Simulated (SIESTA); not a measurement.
C:

```
CELL_PARAMETERS angstrom
0.00000 1.78337 1.78337
1.78337 0.00000 1.78337
1.78337 1.78337 0.00000
ATOMIC_POSITIONS crystal
C 0.75000 0.75000 0.75000
C 0.50000 0.50000 0.50000
```

This isn't the form of C at room conditions, which is graphite.

Base run:

```yaml
Program: SIESTA 5.4.2
Functional: PBE
Potentials_or_basis: PseudoDojo 0.4 standard (PBE files)
Basis: DZP (energy shift 0.003 Ry)
Grid_cutoff: 500 Ry
Energy_shift: 0.003 Ry
k_mesh: 13 × 13 × 13
Occupations: fermi-dirac, width 0.05 eV
Spin: no spin polarisation
```

Its results: band gap on the k mesh 4.29 eV, indirect (least direct gap 5.69 eV); pressure 10.3 GPa.

Question: The run is repeated on the same cell with these changes: basis from DZP (energy shift 0.003 Ry) to TZP (energy shift 0.003 Ry); k mesh from 13 × 13 × 13 to 10 × 10 × 10. What comes out?

Answer: Band gap on the k mesh 4.30 eV, indirect (least direct gap 5.65 eV); pressure 6.1 GPa.

Several settings changed at once, so the effect can't be laid on one alone.

Caveats: the basis of atomic orbitals isn't converged, which shifts pressures, moduli and gaps; an odd mesh through Γ misses points on the zone boundary, where band edges often lie (some runs).

Not every run made on this cell is shown here.
